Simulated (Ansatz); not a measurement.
Runs of Ansatz 0.2.0 on TiCo. It takes space group Pm-3m (No. 221, cubic). The conventional cell has a = 2.986 Å, b = 2.986 Å, c = 2.986 Å, α = 90.00°, β = 90.00°, γ = 90.00°. Around Co (site symmetry m-3m) lie 8 Ti at 2.59 Å. Ti (site symmetry m-3m) has 8 Co at 2.59 Å as nearest neighbours. The cell comes from a database or a generator and needn't be the stable form of this composition.

```csv
task,level,potentials or basis,cell,cutoff (eV),smearing,basis error allowed,pressure (GPa),moment (μB),V0 of scaled cells (Å³/atom),B0 (GPa)
single point,PBE,"all-electron LAPW, scalar-relativistic",as given,279,gaussian 0.013 eV,0.001 eV/atom,-0.5,0.84,-,-
band structure,PBEsol,"all-electron LAPW, non-relativistic",as given,279,fermi-dirac 0.05 eV,0.001 eV/atom,-6.5,(a),-,-
band structure,PBEsol,all-electron PAW datasets made for the crystal,as given,280,fermi-dirac 0.05 eV,-,-8.1,0.73,-,-
equation of state,PBEsol,"all-electron LAPW, scalar-relativistic",as given,-,fermi-dirac 0.05 eV,0.0005 eV/atom,-,-,12.68,186
band structure,LDA,"all-electron LAPW, scalar-relativistic",as given,278,fermi-dirac 0.05 eV,0.001 eV/atom,-14.7,(c),-,-
relaxation of cell and atoms,PBE+D4,"all-electron LAPW, scalar-relativistic",relaxed,-,fermi-dirac 0.05 eV,0.001 eV/atom,0.0,0.80,-,-
band structure,PBEsol,"all-electron LAPW, inner shells corrected to Dirac's equation",as given,279,fermi-dirac 0.05 eV,0.001 eV/atom,-8.1,0.73,-,-
equation of state,PBEsol,"all-electron LAPW, scalar-relativistic",as given,-,fermi-dirac 0.05 eV,0.001 eV/atom,-,-,12.68,186
equation of state,PBE,"all-electron LAPW, scalar-relativistic",as given,-,fermi-dirac 0.05 eV,0.0005 eV/atom,-,-,(b),165
band structure,PBEsol,"all-electron LAPW, scalar-relativistic",as given,279,fermi-dirac 0.05 eV,0.001 eV/atom,-8.1,0.73,-,-
band structure,PBE,"all-electron LAPW, scalar-relativistic",as given,279,fermi-dirac 0.05 eV,0.001 eV/atom,-0.5,0.83,-,-
```

Alike in all rows: spin collinear, ferromagnetic start; k mesh 9 × 9 × 9.

**Question.** Fill in the values left out.

**Answer.** (a) 0.67; (b) 13.27; (c) 0.49.

Not every run made on this cell is shown here.
